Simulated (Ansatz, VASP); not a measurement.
Ti: VASP beside Ansatz

File POSCAR:

```
Ti
1.0
    0.0000000000     -3.2517897406      0.0000000000
   -3.2517897406      0.0000000000      0.0000000000
    0.0000000000      0.0000000000     -3.2517897406
Ti
2
Direct
    0.5000000000      0.5000000000      0.5000000000
    0.0000000000      0.0000000000      0.0000000000
```

File INCAR.step1:

```
SYSTEM = Ti
PREC = Accurate ; ENCUT = 520
ISMEAR = 0 ; SIGMA = 0.15
LREAL = .False. ; LASPH = .True.
NELM = 60 ; NBANDS = 19
GGA = PE ; ALGO = Normal
EDIFF = 1E-4 ; LWAVE = .True.
LCHARG = .False.
```

Contents of INCAR.step2:

```
SYSTEM = Ti
PREC = Accurate ; ENCUT = 520
EDIFF = 1E-7 ; ISMEAR = 0
SIGMA = 0.15 ; LREAL = .False.
LASPH = .True. ; NELM = 60
ALGO = Normal ; ISIF = 2
LWAVE = .False. ; LCHARG = .False.
METAGGA = R2SCAN ; LMIXTAU = .True.
NBANDS = 19 ; ISTART = 1
```

Contents of KPOINTS:

```
regular mesh
0
Gamma
  10 10 10
  0 0 0
```

Input for Ansatz:

```yaml
crystal:
  lattice:
    - [0.0, -3.2517897461, 0.0]
    - [-3.2517897461, 0.0, 0.0]
    - [0.0, 0.0, -3.2517897461]
  atoms:
    - { symbol: Ti, position: [0.5, 0.5, 0.5] }
    - { symbol: Ti, position: [0.0, 0.0, 0.0] }
basis:
  ecutwfc: 500
kpoints:
  mp_grid: { grid: [10, 10, 10] }
hamiltonian:
  xc: r2scan
scf:
  occupations: { method: gaussian, width: 0.15 }
output:
  forces: true
  stress: true
  eigenvalues: true
```

Alike in both runs: task single point; functional r2SCAN; k mesh 10 × 10 × 10; occupations gaussian, width 0.15 eV; no spin polarisation.

|  | VASP | Ansatz |
| --- | --- | --- |
| version | VASP 6.6.1 | Ansatz 0.2.0 |
| potentials or method | VASP PAW PBE potentials, release 64 (Ti_sv) | scalar-relativistic, plane waves, PAW |
| plane-wave cutoff (eV) | 520 | 500 |
| valence electrons in the cell | 24 | 24 |

```tsv
	VASP	Ansatz	Ansatz less VASP
gap on the k mesh at the Fermi level (eV)	none	none	-
pressure (GPa)	0.5	0.0	-0.41
```

A gap of «none» marks a metal or a gap that the smearing closes. With one functional, cell and mesh, what is left measures potentials, basis and numerics.

Caveats: the PAW data sets were made with another functional, which shifts forces and pressure a little (VASP).
